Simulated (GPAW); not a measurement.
The system is Ti.

```
Ti
1.0
    -1.64100    1.64100    1.64100
     1.64100   -1.64100    1.64100
     1.64100    1.64100   -1.64100
Ti
1
Direct
  0.00000 0.00000 0.00000
```

This isn't the form of Ti at room conditions, which is hcp.

Base run:

| Quantity | Value |
| --- | --- |
| Program | GPAW 26.7.0 |
| Functional | LDA |
| Potentials or basis | the program's PAW data sets (release 1.2.1) made for this functional |
| Cutoff | 600 eV |
| Basis | pw |
| k mesh | 11 × 11 × 11 |
| Occupations | fermi-dirac, width 0.05 eV |
| Spin | no spin polarisation |

Its results: band gap on the k mesh none (metal or under the smearing width); pressure -11.4 GPa.

**Question.** The run is repeated on the same cell with these changes: hubbard terms from none to Ti d U = 1 eV. What comes out?

**Answer.** Band gap on the k mesh none (metal or under the smearing width); pressure -9.8 GPa.

Caveats: U without spin polarisation on a metal has little footing (some runs); the U is typed as a test and isn't derived for this compound (some runs).
